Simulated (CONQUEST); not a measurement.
# MgO: density of states with PBEsol

The system is MgO.

```
CELL_PARAMETERS angstrom
3.26308 0.00000 0.00000
0.00000 4.91554 0.00000
0.00000 0.00000 5.65182
ATOMIC_POSITIONS crystal
Mg 0.00000 0.50216 0.33333
Mg 0.50000 0.50216 0.83333
Mg 0.00000 0.00216 0.66667
Mg 0.50000 0.00216 0.16667
O 0.00000 0.90244 0.33333
O 0.50000 0.90244 0.83333
O 0.00000 0.40244 0.66667
O 0.50000 0.40244 0.16667
```

Measurements of this composition are mostly on another form, of space group No. 225.

The cell isn't the ideal one: volume scaled by 0.96.

```json
{"Program": "CONQUEST 1.3", "Task": "density of states", "Functional": "PBEsol", "Potentials or basis": "PseudoDojo NC PBEsol, SZP, grid cutoff 120 Ha", "k mesh": "7 × 5 × 4", "Occupations": "fermi-dirac, width 0.1 eV", "Spin": "no spin polarisation", "Solver": "diagonalisation", "SCF tolerance": "1e-06"}
```

```
Band gap on the k mesh : 3.15 eV
Mulliken charges       : Mg +0.76; O -0.76 e
```

States per cell in windows of 0.5 eV (zero at the valence-band top; states under -8 eV left out):
```csv
from (eV),total,O_p,Mg_p,Mg_s,O_s,O_d
-8.0,0.00,0.00,0.00,0.00,0.00,0.00
-7.5,0.00,0.00,0.00,0.00,0.00,0.00
-7.0,0.00,0.00,0.00,0.00,0.00,0.00
-6.5,0.00,0.00,0.00,0.00,0.00,0.00
-6.0,0.00,0.00,0.00,0.00,0.00,0.00
-5.5,0.00,0.00,0.00,0.00,0.00,0.00
-5.0,0.00,0.00,0.00,0.00,0.00,0.00
-4.5,0.13,0.09,0.02,0.02,0.00,0.00
-4.0,2.16,1.45,0.36,0.35,0.01,0.00
-3.5,3.52,2.44,0.46,0.58,0.03,0.00
-3.0,1.78,1.29,0.18,0.28,0.02,0.00
-2.5,1.92,1.49,0.24,0.18,0.01,0.00
-2.0,2.93,2.41,0.35,0.15,0.01,0.00
-1.5,4.86,4.27,0.46,0.11,0.01,0.00
-1.0,5.03,4.69,0.31,0.03,0.00,0.00
-0.5,1.63,1.56,0.06,0.00,0.00,0.00
0.0,0.05,0.05,0.00,0.00,0.00,0.00
0.5,0.00,0.00,0.00,0.00,0.00,0.00
1.0,0.00,0.00,0.00,0.00,0.00,0.00
1.5,0.00,0.00,0.00,0.00,0.00,0.00
2.0,0.00,0.00,0.00,0.00,0.00,0.00
2.5,0.00,0.00,0.00,0.00,0.00,0.00
3.0,0.01,0.00,0.00,0.01,0.00,0.00
3.5,0.07,0.01,0.01,0.04,0.01,0.00
4.0,0.11,0.02,0.02,0.06,0.01,0.00
4.5,0.14,0.03,0.04,0.07,0.02,0.00
5.0,0.15,0.03,0.05,0.06,0.02,0.00
5.5,0.46,0.10,0.18,0.14,0.04,0.00
6.0,0.26,0.05,0.12,0.06,0.02,0.00
6.5,0.62,0.13,0.32,0.12,0.05,0.01
7.0,0.87,0.17,0.50,0.12,0.06,0.03
7.5,1.02,0.17,0.66,0.08,0.06,0.05
```

Wall time 26 s on 1 thread of AMD EPYC 9R45 96-Core Processor (Zen 5), on a shared host, peak memory 0.63 GiB.

Caveat: the log labels positions in bohr as Å; the atomic basis is small; Mulliken charges move with the basis; an odd mesh through Γ misses points on the zone boundary, where band edges often lie; the basis of atomic orbitals isn't converged, which shifts pressures, moduli and gaps.
